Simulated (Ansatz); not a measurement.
## MoP: experiment and calculation

**The experiment to reproduce.**

From “Pressure-induced Superconductivity in the Three-component Fermion Topological Semimetal Molybdenum Phosphide”, 2017, arxiv:1710.00472, for a bulk crystal of MoP at 300 K: lattice constant a 3.2259 ± 0.0003 Å; lattice constant c 3.205 ± 0.0003 Å.

The runs below are set against these values where they give the same quantity.

Computed with DFT PBE, scalar-relativistic, plane waves, PAW (Ansatz).

Plane waves to 420 eV, a k mesh through Γ of 18×18×14 on the computed 2-atom cell and Gaussian smearing (0.10 eV); no spin polarisation.

Relaxed structure, symmetry kept:

```cif
data_structure
_symmetry_space_group_name_H-M 'P 1'
_symmetry_Int_Tables_number 1
_cell_length_a 3.2410
_cell_length_b 3.2410
_cell_length_c 3.1952
_cell_angle_alpha 90.000
_cell_angle_beta 90.000
_cell_angle_gamma 120.000
_cell_volume 29.07
loop_
_atom_site_label
_atom_site_type_symbol
_atom_site_fract_x
_atom_site_fract_y
_atom_site_fract_z
_atom_site_occupancy
Mo1 Mo 0.00000 0.00000 0.00000 1
P1 P 0.33333 0.66667 0.50000 1
```

```
Space group                                                       : P-6m2 (No. 187)
Volume per atom                                                   : 98.1 bohr³
Formation energy from the elements' standard states (uncorrected) : -0.684 eV/atom
Kohn–Sham band gap                                                : none (metal)
Density of states at the Fermi level                              : 0.79 states/eV per cell
Löwdin character within 0.5 eV of the Fermi level                 : Mo 4d 85 %, P 3p 10 %
Bader charges (e)                                                 : Mo (1 in the cell) 0.75, P (1 in the cell) -0.75
```

Against the measured lattice constant a of MoP, 3.2259 Å (300 K; the paper above), the calculated 3.241 Å is off by +0.5 %. Measured lattice constant c of MoP: 3.205 Å (300 K; the paper above). This calculation gives 3.195 Å (-0.3 %). The calculation is for 0 K without zero-point motion.